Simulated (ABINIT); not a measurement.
## SnO2 and the effect of the pressure

The cell as given:

```yaml
crystal:
  lattice:
    - [4.73800, 0.00000, 0.00000]
    - [0.00000, 4.73800, 0.00000]
    - [0.00000, 0.00000, 3.18650]
  atoms:
    - { symbol: Sn, position: [0.50000, 0.50000, 0.50000] }
    - { symbol: Sn, position: [0.00000, 0.00000, 0.00000] }
    - { symbol: O, position: [0.80710, 0.19290, 0.50000] }
    - { symbol: O, position: [0.69290, 0.69290, 0.00000] }
    - { symbol: O, position: [0.19290, 0.80710, 0.50000] }
    - { symbol: O, position: [0.30710, 0.30710, 0.00000] }
```

Kept alike: task relaxation of cell and atoms; functional PBE; k mesh 3 × 3 × 4; occupations fermi-dirac, width 0.05 eV; no spin polarisation. Program: ABINIT, JTH PAW PBE v2.0, cutoff 626 eV. The mesh is that of the run's cell of 6 atoms. No spin-orbit coupling.

| run | volume (Å³/atom) | first edge of the run's cell (Å) | third edge of the run's cell (Å) |
| --- | --- | --- | --- |
| A | 12.191 | 4.766 | 3.221 |
| B | 11.021 | 4.574 | 3.161 |
| C | 11.416 | 4.641 | 3.179 |
| D | 11.902 | 4.719 | 3.206 |
| E | 12.529 | 4.820 | 3.235 |

The k mesh is coarse, so the values aren't converged. The relaxations keep at least the cell's symmetry (P4_2/mnm). The runs follow the start's structure, whether or not it is the stable one at these pressures. P is the pressure aimed at, which the runs meet within some hundredths to tenths of a GPa.

Q: The runs differ in the pressure alone: 0; 5; 10; 20; 30 GPa. Which run is which?

A: Run A is 5 GPa; run B is 30 GPa; run C is 20 GPa; run D is 10 GPa; run E is 0 GPa. The volume falls from 12.529 to 11.021 Å³/atom between 0 and 30 GPa. The volume falls ever more slowly, since the solid stiffens under load. At the pressures aimed at, which the runs meet within some tenths of a GPa, the step from 0 to 5 GPa gives a mean bulk modulus near 183 GPa, the last step 284 GPa. The first edge of the run's cell falls from 4.820 to 4.574 Å between 0 and 30 GPa. The third edge of the run's cell falls from 3.235 to 3.161 Å between 0 and 30 GPa.
